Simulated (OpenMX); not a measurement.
Runs of OpenMX 3.8.5 on Ni. The structure is cubic, space group Fm-3m (No. 225). Conventional cell: a = 3.380 Å, b = 3.380 Å, c = 3.380 Å, α = 90.00°, β = 90.00°, γ = 90.00°. Ni (site symmetry m-3m) has 12 Ni at 2.39 Å as nearest neighbours. 

| task | potentials or basis | cell | k mesh | mesh quality | gap on the mesh (eV) | pressure (GPa) | moment (μB) |
| --- | --- | --- | --- | --- | --- | --- | --- |
| single point | OpenMX 2013 PBE set, Ni6.0H-s3p2d2, grid cutoff 500 Ry | Fm-3m, 9.65 Å³/atom | 9 × 9 × 9 | not flagged | none | 44.8 | 0.50 |
| single point | OpenMX 2013 PBE set, Ni6.0H-s3p2d2, grid cutoff 500 Ry | Fm-3m, 11.33 Å³/atom | 9 × 9 × 9 | not flagged | none | (b) | 0.51 |
| single point | OpenMX 2013 PBE set, Ni6.0H-s3p2d2, grid cutoff 500 Ry | Fm-3m, 10.91 Å³/atom | 9 × 9 × 9 | not flagged | none | 6.2 | 0.51 |
| single point | OpenMX 2013 PBE set, Ni6.0H-s3p2d2, grid cutoff 500 Ry | Fm-3m, 9.23 Å³/atom | 9 × 9 × 9 | coarse | none | 64.3 | 0.50 |
| band structure | OpenMX 2013 PBE set, Ni6.0H-s3p2d2f1, grid cutoff 500 Ry | Fm-3m, 10.49 Å³/atom | 13 × 13 × 13 | not flagged | - | (a) | 0.62 |

Alike in all rows: level PBE; spin collinear, ferromagnetic start; smearing fermi-dirac 0.05 eV.

**Question.** Fill in the values left out.

**Answer.** (a) 11.9; (b) -2.2.

Caveats: some runs use coarse meshes; the basis of atomic orbitals isn't converged, which shifts pressures, moduli and gaps; the cell as given lies far from equilibrium (some runs).

A gap of «none» marks a metal or a gap under the smearing width.
